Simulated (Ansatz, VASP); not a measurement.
## Two plane-wave programs on CaB

```xyz
2
Lattice="3.2646 0.0000 0.0000 0.0000 3.2646 0.0000 0.0000 0.0000 3.2646" Properties=species:S:1:pos:R:3 pbc="T T T"
Ca    0.0000    0.0000    0.0000
B     1.6323    1.6323    1.6323
```

Alike in both runs: functional PBE; k mesh 18 × 18 × 18; occupations gaussian, width 0.1 eV; no spin polarisation.

Ansatz relaxed the structure, and its values are those at the end. VASP's run is a single point on that final structure, the one shown.

```csv
,VASP,Ansatz
version,VASP 6.6.1,Ansatz 0.2.0
potentials or method,"VASP PAW PBE potentials, release 64 (Ca_sv, B)","scalar-relativistic, plane waves, PAW"
plane-wave cutoff (eV),520,420
valence electrons in the cell,13,13
```

|  | VASP | Ansatz | Ansatz less VASP |
| --- | --- | --- | --- |
| gap on the k mesh at the Fermi level (eV) | none | none | - |
| pressure (GPa) | 0.2 | 0.0 | -0.19 |

A gap of «none» marks a metal or a gap that the smearing closes.
